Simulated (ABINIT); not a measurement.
The system is As.

```xyz
2
Lattice="1.8808 1.0859 3.5141 -1.8808 1.0859 3.5141 0.0000 -2.1718 3.5141" Properties=species:S:1:pos:R:3 pbc="T T T"
As    0.0000    0.0000    2.3825
As    0.0000    0.0000    8.1597
```

- Program: ABINIT 10.8.3 (patched build)
- Task: relaxation of cell and atoms
- Functional: PBE
- Potentials or basis: JTH PAW PBE v2.0
- Cutoff: 408 eV
- k mesh: 7 × 7 × 7
- Occupations: fermi-dirac, width 0.05 eV
- Spin: no spin polarisation

At the start: pressure 3.7 GPa; volume 21.53 Å³/atom.

Task: How do energy, volume and symmetry change on relaxing?

Result: Over 13 steps the energy falls by 12.4 meV/atom and the volume is 22.51 Å³/atom (+4.6 %); space group R-3m (No. 166, to 0.05 Å).

Step by step:
| step | energy change (eV) | largest force (eV/Å) | pressure (GPa) | volume (Å³) |
| --- | --- | --- | --- | --- |
| 1 | 0.0000 | 0.4108 | 3.72 | 43.06 |
| 2 | -0.0130 | 0.2332 | 2.54 | 43.53 |
| 3 | -0.0234 | 0.0645 | 0.41 | 44.48 |
| 4 | -0.0237 | 0.0727 | 0.23 | 44.59 |
| 5 | -0.0244 | 0.0518 | -0.05 | 44.83 |
| 6 | -0.0244 | 0.0206 | -0.06 | 44.89 |
| 7 | -0.0245 | 0.0031 | 0.00 | 44.88 |
| 8 | -0.0245 | 0.0006 | 0.02 | 44.88 |
| 9 | -0.0245 | 0.0032 | 0.04 | 44.87 |
| 10 | -0.0245 | 0.0063 | 0.07 | 44.87 |
| 11 | -0.0245 | 0.0093 | 0.10 | 44.91 |
| 12 | -0.0248 | 0.0082 | 0.08 | 44.97 |
| 13 | -0.0248 | 0.0028 | 0.03 | 45.03 |

Final structure:
```
CELL_PARAMETERS angstrom
1.90758 1.10134 3.57209
-1.90758 1.10134 3.57209
0.00000 -2.20268 3.57209
ATOMIC_POSITIONS crystal
As 0.22660 0.22660 0.22660
As 0.77340 0.77340 0.77340
```

Caveat: the log and the count of SCF iterations are those of the last ABINIT call alone.
